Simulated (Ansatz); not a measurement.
Be:

```xyz
1
Lattice="0.0000 1.5791 1.5791 1.5791 0.0000 1.5791 1.5791 1.5791 0.0000" Properties=species:S:1:pos:R:3 pbc="T T T"
Be    0.0000    0.0000    0.0000
```

The cell was built by a generator and needn't be a form met in nature.

Base run:

| Property | Result |
| --- | --- |
| Program | Ansatz 0.2.0 |
| Functional | LDA |
| Potentials or basis | Ansatz PAW |
| Cutoff | 420 eV (not typed: the program's choice for these potentials) |
| k mesh | 14 × 14 × 14 |
| Occupations | fermi-dirac, width 0.05 eV |
| Spin | no spin polarisation |

Its results: band gap on the k mesh none (metal or under the smearing width); pressure -6.0 GPa.

Question: The run is repeated on the same cell with these changes: functional from LDA to r2SCAN; cutoff from 420 eV (not typed: the program's choice for these potentials) to 500 eV (not typed: the program's choice for these potentials). What comes out?

Answer: Band gap on the k mesh none (metal or under the smearing width); pressure 0.0 GPa.

Caveats: the PAW data sets come from PBE, with cores solved anew for the run's functional, which leaves a small shift of forces and pressure.
